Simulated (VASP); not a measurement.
BaF2, 3 atoms in the cell. The structure is cubic, space group Fm-3m (No. 225). The conventional cell has a = 6.176 Å, b = 6.176 Å, c = 6.176 Å, α = 90.00°, β = 90.00°, γ = 90.00°. Ba (site symmetry m-3m) is surrounded by 8 F at 2.67 Å. F (site symmetry -43m) is surrounded by 4 Ba at 2.67 Å. The cell comes from a database or a generator and needn't be the stable form of this composition.

- Program: VASP 6.6.1
- Task: single point
- Functional: PBEsol
- Potentials or basis: VASP PAW PBE potentials, release 64 (Ba_sv, F)
- Cutoff: 520 eV
- k mesh: 6 × 6 × 6
- Occupations: gaussian, width 0.5 eV
- Spin: no spin polarisation
- Further INCAR settings: ALGO = Normal; EDIFF = 1e-06; NBANDS = 19

Potentials or basis: VASP PAW PBE potentials, release 64 (Ba_sv, F).

Run with:

```bash
$ cat potpaw_PBE.64/Ba_sv/POTCAR potpaw_PBE.64/F/POTCAR > POTCAR
$ mpirun -np 1 vasp_std > vasp.out
```

Hardware: 1 thread of Intel(R) Xeon(R) Platinum 8488C (Sapphire Rapids) (shared host).

How long does it take, and how much memory?

It took 12 s on 1 thread of Intel(R) Xeon(R) Platinum 8488C (Sapphire Rapids), with other jobs on the host, peak memory 0.17 GiB. Counts: scf iterations 13, k points 16.
